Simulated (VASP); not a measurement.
# BaS in VASP: a series of runs, part 2 of 2

VASP 6.6.1. Earlier steps stand in the parts before.

## Step 3: Single point, PBE (biaxial xy strain -3.2%)

The input, INCAR:

```
PREC = Accurate
ENCUT = 520
EDIFF = 1E-6
ISMEAR = 0
SIGMA = 0.01
LREAL = False
LASPH = True
NELM = 100
ALGO = Normal
ISIF = 2
LWAVE = False
LCHARG = True
GGA = PE
LELF = True
LVHAR = True
NBANDS = 15
```

The input, KPOINTS:

```
Automatic mesh
0
Gamma
  4 4 4
```

The input, POSCAR:

```
BaS
1.0
    0.0000000000      3.1078440447      3.2119099263
    3.1078440447      0.0000000000      3.2119099263
    3.1078440447      3.1078440447      0.0000000000
Ba S
1 1
Direct
    0.0000000000      0.0000000000      0.0000000000
    0.5000000000      0.5000000000      0.5000000000
```

Potentials or basis: VASP PAW PBE potentials, release 64 (Ba_sv, S).

Run with:

```bash
$ cat potpaw_PBE.64/Ba_sv/POTCAR potpaw_PBE.64/S/POTCAR > POTCAR
$ mpirun -np 1 vasp_std > vasp.out
```

Wall time 22 s (1 thread of Intel Xeon 8259CL, shared host); peak memory 0.2 GiB.

It converged, with:

* Free energy: -10.1114 eV
* Pressure: 4.2 GPa
* Band gap on the k mesh: 1.96 eV, indirect (least direct gap 2.06 eV)

Stress tensor (GPa, compression positive):
```
5.39 0.00 0.00
0.00 5.39 0.00
0.00 0.00 1.89
```

Levels at points of the mesh, in eV from the valence-band top:
```csv
k point,band 5,band 6,band 7,band 8,band 9,band 10,band 11,band 12
"(0.00, 0.00, 0.00)",-10.48,-0.12,0.00,0.00,3.66,3.72,3.90,3.90
"(0.50, 0.00, 0.00)",-8.99,-2.09,-1.24,-1.23,5.66,5.79,6.41,6.49
"(0.50, 0.50, 0.00)",-10.40,-0.63,-0.10,-0.10,1.98,5.96,6.28,7.72
"(0.50, 0.00, 0.50)",-10.40,-0.44,-0.24,-0.10,1.96,5.93,6.40,7.51
```

Caveat: the k points lie up to 0.43 Å⁻¹ apart; the cell differs from its parent crystal (biaxial xy strain -3.2%); spin-orbit coupling is left out, which moves the levels of the heavy elements.

## Step 4: Single point, PBE (strain -5.9%)

The input, INCAR:

```
SYSTEM = BaS
ALGO = Normal ; EDIFF = 1E-7
ENCUT = 520 ; GGA = PE
ISIF = 2 ; ISMEAR = -1
LASPH = .True. ; LCHARG = .False.
LREAL = .False. ; LWAVE = .False.
NBANDS = 15 ; NELM = 60
PREC = Accurate ; SIGMA = 0.02
```

The input, KPOINTS:

```
k-points
0
Gamma
  8 8 8
  0 0 0
```

The input, POSCAR:

```
BaS
1.0
    0.0000000000      3.0220860497      3.0220860497
    3.0220860497      0.0000000000      3.0220860497
    3.0220860497      3.0220860497      0.0000000000
Ba S
1 1
Direct
    0.0000000000      0.0000000000      0.0000000000
    0.5000000000      0.5000000000      0.5000000000
```

Run with:

```bash
$ cat potpaw_PBE.64/Ba_sv/POTCAR potpaw_PBE.64/S/POTCAR > POTCAR
$ mpirun -np 1 vasp_std > vasp.out
```

Run time: 32 s. Hardware: 1 thread of Intel Xeon 8259CL, shared host; peak memory 0.18 GiB.

Results (log left out):

```
Free energy            : -9.7910 eV
Pressure               : 12.8 GPa
Band gap on the k mesh : 1.74 eV, indirect (least direct gap 1.74 eV)
```

Levels at points of the mesh, in eV from the valence-band top:
```csv
k point,band 5,band 6,band 7,band 8,band 9,band 10,band 11,band 12
"(0.00, 0.00, 0.00)",-10.63,0.00,0.00,0.00,3.82,3.82,3.82,4.48
"(0.50, 0.00, 0.00)",-8.52,-2.33,-1.46,-1.46,6.11,6.18,6.93,6.93
"(0.50, 0.50, 0.00)",-10.60,-0.23,-0.01,-0.01,1.74,6.32,7.12,8.40
```

Caveat: the cell differs from its parent crystal (strain -5.9%); spin-orbit coupling is left out, which moves the levels of the heavy elements.

## Step 5: Single point, PBE (strain -5.0%)

The input, INCAR:

```
SYSTEM = BaS
PREC = Accurate
ENCUT = 520
EDIFF = 1E-6
ISMEAR = -1
SIGMA = 0.02
LREAL = .False.
LASPH = .True.
NELM = 100
ALGO = Normal
ISIF = 2
LWAVE = .False.
LCHARG = .True.
GGA = PE
LELF = .True.
LVHAR = .True.
NBANDS = 15
```

The input, KPOINTS:

```
regular mesh
0
Gamma
  8 8 8
  0 0 0
```

The input, POSCAR:

```
BaS
1.0
    0.0000000000      3.0529203850      3.0529203850
    3.0529203850      0.0000000000      3.0529203850
    3.0529203850      3.0529203850      0.0000000000
Ba S
1 1
Direct
    0.0000000000      0.0000000000      0.0000000000
    0.5000000000      0.5000000000      0.5000000000
```

Run with:

```bash
$ cat potpaw_PBE.64/Ba_sv/POTCAR potpaw_PBE.64/S/POTCAR > POTCAR
$ mpirun -np 1 vasp_std > vasp.out
```

Wall time 35 s (1 thread of Intel Xeon 8259CL, shared host); peak memory 0.18 GiB.

It converged, with:

- Free energy: -9.9127 eV
- Pressure: 10.1 GPa
- Band gap on the k mesh: 1.82 eV, indirect (least direct gap 1.86 eV)

Levels at points of the mesh, in eV from the valence-band top:
```
           k point  band 5  band 6  band 7  band 8  band 9  band 10  band 11  band 12
(0.00, 0.00, 0.00)  -10.58    0.00    0.00    0.00    3.84     3.84     3.84     4.31
(0.50, 0.00, 0.00)   -8.65   -2.25   -1.38   -1.38    6.01     6.09     6.82     6.82
(0.50, 0.50, 0.00)  -10.53   -0.30   -0.04   -0.04    1.82     6.25     6.90     8.23
```

Caveat: the cell differs from its parent crystal (strain -5.0%); spin-orbit coupling is left out, which moves the levels of the heavy elements.

## Step 6: Single point, PBE

The input, INCAR:

```
SYSTEM = BaS
ALGO = Normal
EDIFF = 1E-7
ENCUT = 520
GGA = PE
ISIF = 2
ISMEAR = -1
LASPH = .True.
LCHARG = .False.
LREAL = .False.
LWAVE = .False.
NBANDS = 15
NELM = 80
PREC = Accurate
SIGMA = 0.02
```

The input, KPOINTS:

```
k-points
0
Gamma
  8 8 8
  0 0 0
```

The input, POSCAR:

```
BaS
1.0
    0.0000000000      3.2119099263      3.2119099263
    3.2119099263      0.0000000000      3.2119099263
    3.2119099263      3.2119099263      0.0000000000
Ba S
1 1
Direct
    0.0000000000      0.0000000000      0.0000000000
    0.5000000000      0.5000000000      0.5000000000
```

Potentials or basis: VASP PAW PBE potentials, release 64 (Ba_sv, S).

Run with:

```bash
$ cat potpaw_PBE.64/Ba_sv/POTCAR potpaw_PBE.64/S/POTCAR > POTCAR
$ mpirun -np 1 vasp_std > vasp.out
```

OUTCAR:

```text
SYSTEM = BaS
   EDIFF = 1E-7
   ENCUT = 520
   GGA = PE
   ISIF = 2
   ISMEAR = -1
   LASPH = .True.
   LREAL = .False.
   NELM = 80
   PREC = Accurate

 ion  position               nearest neighbor table
   1  0.000  0.000  0.000-   2 3.21   2 3.21   2 3.21   2 3.21   2 3.21   2 3.21
   2  0.500  0.500  0.500-   1 3.21   1 3.21   1 3.21   1 3.21   1 3.21   1 3.21

  LATTYP: Found a face centered cubic cell.
 ALAT       =     6.4238198526

  Lattice vectors:

[... 620 lines left out ...]

  FORCE on cell =-STRESS in cart. coord.  units (eV):
  Direction    XX          YY          ZZ          XY          YZ          ZX
  --------------------------------------------------------------------------------------
  -------------------------------------------------------------------------------------
  Total        0.2668243      0.2668243      0.2668243      0.0000000      0.0000000      0.0000000
  in kB        6.4508340      6.4508340      6.4508340      0.0000000      0.0000000      0.0000000
  external PRESSURE =       6.4508340 kB  Pullay stress =       0.0000000 kB

 VOLUME and BASIS-vectors are now :
 -----------------------------------------------------------------------------
  energy-cutoff  :      520.00
  volume of cell :       66.27
      direct lattice vectors                 reciprocal lattice vectors
     0.000000000  3.211909926  3.211909926    -0.155670617  0.155670617  0.155670617
     3.211909926  0.000000000  3.211909926     0.155670617 -0.155670617  0.155670617
     3.211909926  3.211909926  0.000000000     0.155670617  0.155670617 -0.155670617

 POSITION                                       TOTAL-FORCE (eV/Angst)
 -----------------------------------------------------------------------------------
      0.00000      0.00000      0.00000         0.000000      0.000000     -0.000000
      3.21191      3.21191      3.21191        -0.000000     -0.000000      0.000000
 -----------------------------------------------------------------------------------
    total drift:                                0.000000      0.000000      0.000000

  FREE ENERGIE OF THE ION-ELECTRON SYSTEM (eV)
  ---------------------------------------------------
  free  energy   TOTEN  =       -10.1920972387 eV

  energy  without entropy=      -10.1920972387  energy(sigma->0) =      -10.19209724
```

Run time: 50 s. Hardware: 1 thread of Intel Xeon 8259CL, shared host; peak memory 0.21 GiB.

What came out:

* Free energy: -10.1921 eV
* Pressure: 0.6 GPa
* Band gap on the k mesh: 2.14 eV, indirect (least direct gap 2.28 eV)

Levels at points of the mesh, in eV from the valence-band top:
```csv
k point,band 4,band 5,band 6,band 7,band 8,band 9,band 10,band 11,band 12,band 13
"(0.00, 0.00, 0.00)",-11.19,-10.33,0.00,0.00,0.00,3.52,3.87,3.87,3.87,4.77
"(0.50, 0.00, 0.00)",-11.22,-9.17,-1.90,-1.05,-1.05,5.48,5.64,6.24,6.24,8.80
"(0.50, 0.50, 0.00)",-11.37,-10.24,-0.54,-0.15,-0.15,2.14,5.89,5.92,7.40,7.40
```

Caveat: spin-orbit coupling is left out, which moves the levels of the heavy elements.

## Step 7: The runs side by side

| cell | k mesh | smearing | gap on the mesh (eV) | pressure (GPa) |
| --- | --- | --- | --- | --- |
| a = 4.542 Å, angles 60.0°, 2 atoms | 4 × 4 × 4 | gaussian 0.01 eV | 2.13 | 0.7 |
| a = 4.469, b = 4.469, c = 4.395 Å, angles 60.5, 60.5, 58.9°, 2 atoms | 4 × 4 × 4 | gaussian 0.01 eV | 1.96 | 4.2 |
| a = 4.274 Å, angles 60.0°, 2 atoms | 8 × 8 × 8 | fermi-dirac 0.02 eV | 1.74 | 12.8 |
| a = 4.317 Å, angles 60.0°, 2 atoms | 8 × 8 × 8 | fermi-dirac 0.02 eV | 1.82 | 10.1 |
| a = 4.542 Å, angles 60.0°, 2 atoms | 8 × 8 × 8 | fermi-dirac 0.02 eV | 2.14 | 0.6 |

Alike in all rows: task single point; level PBE; potentials or basis VASP PAW PBE potentials, release 64 (Ba_sv, S); no spin polarisation; cutoff (eV) 520.

Caveats: some runs use coarse meshes; spin-orbit coupling is left out, which moves the levels of the heavy elements.

Absolute energies hang on the potentials; compare differences alone.

## Step 8: Against experiment

Step 6. Measured gap of BaS: 3.806 eV (indirect; 2 K; a printed reference work, monograph, original work of 1988). This calculation gives 2.14 eV (-1.67 eV). Spin-orbit coupling on Ba is left out. The value is that of PBE on a finite k mesh, which can miss the band edges, without temperature or zero-point motion. Semilocal functionals fall short of measured gaps as a rule.
